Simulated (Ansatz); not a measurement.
The same ligand exchange along the group F, Cl, Br, I.

Gas-phase electronic energies from Ansatz, PBE0-D4/def2-TZVP geometries. CCSD(T)/CBS is the MP2 limit (def2-TZVPP, def2-QZVPP) plus CCSD(T) − MP2 in def2-TZVPP, frozen cores. This one scheme is used for every species. Functionals use def2-TZVPP. def2 core potentials past Kr. For Br, I outer-core shells are correlated without core-valence functions, which leaves a few kJ/mol of doubt a bond. Scalar relativity is left out up to krypton. Each species was taken in one conformer, which may not be the lowest.

```
                              reaction  r2SCAN-D4 (kJ/mol)  B97M-V (kJ/mol)  LDA (SPW92) (kJ/mol)  CCSD(T)/CBS(def2) (kJ/mol)
 `BF` + acetic acid → `BOC(C)=O` + H–F                  41               43                    37                          31
`BCl` + acetic acid → `BOC(C)=O` + HCl                  -7               -9                   -10                         -13
`BBr` + acetic acid → `BOC(C)=O` + HBr                 -17              -21                   -21                         -19
  `BI` + acetic acid → `BOC(C)=O` + HI                 -32              -38                   -35                         -33
```

Largest T1 diagnostic: 0.015, for `BOC(C)=O`.
